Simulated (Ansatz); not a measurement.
## As: single point with PBE

As:

```
As
1.0
     2.70368    0.00000    0.00000
     0.00000    2.70368    0.00000
     0.00000    0.00000    2.70368
As
1
Direct
  0.50000 0.50000 0.50000
```

This isn't the form of As at room conditions, which is rhombohedral.

```yaml
Program: Ansatz 0.2.0
Task: single point
Functional: PBE
Potentials_or_basis: Ansatz PAW
Cutoff: "420 eV (not typed: the program's choice for these potentials)"
k_mesh: 10 × 10 × 10
Occupations: gaussian, width 0.028 eV
Spin: no spin polarisation
```

```yaml
Pressure: 2.2 GPa
Band_gap_on_the_k_mesh: none (metal or under the smearing width)
```

Levels at points of the mesh, in eV from the Fermi level:
| k point | band 4 | band 5 | band 6 | band 7 | band 8 | band 9 | band 10 | band 11 |
| --- | --- | --- | --- | --- | --- | --- | --- | --- |
| (0.00, 0.00, 0.00) | -35.90 | -35.90 | -14.96 | 4.18 | 4.18 | 4.18 | 8.62 | 8.62 |
| (0.00, 0.00, -0.50) | -35.91 | -35.90 | -11.81 | -6.91 | 6.47 | 6.47 | 11.40 | 14.16 |
| (0.00, -0.50, -0.50) | -35.92 | -35.86 | -8.53 | -4.24 | -4.24 | 2.55 | 8.64 | 16.88 |
| (-0.50, -0.50, -0.50) | -35.85 | -35.85 | -4.91 | -1.80 | -1.80 | -1.80 | 6.00 | 6.00 |

Wall time 0.49 s on 2 threads of Arm Neoverse V2 (shared host), peak memory 0.26 GiB.
